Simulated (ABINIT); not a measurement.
An input for ABINIT 10.8.3 (patched build) (Au):

Contents of run.abi:

```
pp_dirpath "./"
pseudos "79_Au_19_2.4_2.5_pbe_n_v1.0.psp8"

acell 3*1.0
rprim
     0.0000000000     3.8455926636     3.8455926636
     3.8455926636     0.0000000000     3.8455926636
     3.8455926636     3.8455926636     0.0000000000
ntypat 1
znucl 79
natom 1
typat 1
xred
     0.0000000000     0.0000000000     0.0000000000

ecut 707.496042 eV

kptopt 1
ngkpt 8 8 8
nshiftk 1
shiftk 0.5 0.5 0.5
chksymbreak 0

ixc 41
fockdownsampling 2 2 2

nband 14
occopt 3
tsmear 0.05 eV

nstep 60
nnsclo 2
toldfe 1.0e-7

iomode 3
prtwf 0
prteig 0
prtebands 0
prtden 1
prtvha 1
prtvclmb 1
prtpot 1
prtelf 1
```

Potentials or basis: SPMS NC PBE v1.0.

Command:

```bash
$ mpirun --bind-to none -np 4 abinit run.abi > log 2>&1
```

**Question.** Does this run start?

**Answer.** The run stopped without a result. It printed:

run.abo:

```text
.Version 10.8.3 of ABINIT
 Symmetries : space group Fm -3 m (#225); Bravais cF (face-center cubic)
================================================================================
 Values of the parameters that define the memory need of the present run
     intxc =       0    ionmov =       0      iscf =       7    lmnmax =       7
     lnmax =       7     mgfft =      27  mpssoang =       4    mqgrid =    3001
     natom =       1  nloc_mem =       1    nspden =       1   nspinor =       1
    nsppol =       1      nsym =      48    n1xccc =    2501    ntypat =       1
    occopt =       3   xclevel =       2
       mpw =         736          nfft =       19683          nkpt =          60
[... 95 lines left out ...]

     iter   Etot(hartree)      deltaE(h)  residm     vres2

--- !ERROR
message: |
    The Fock list of fockdownsampling 2 2 2 breaks a symmetry of the calculation:
    the energy would depend on the way in which the k-points are folded.
    Action: choose numbers, and a shift, that keep the symmetry, or nsym 1 with kptopt 3.
...

--- !ERROR
message: |
    The Fock list of fockdownsampling 2 2 2 breaks a symmetry of the calculation:
    the energy would depend on the way in which the k-points are folded.
    Action: choose numbers, and a shift, that keep the symmetry, or nsym 1 with kptopt 3.
...
```
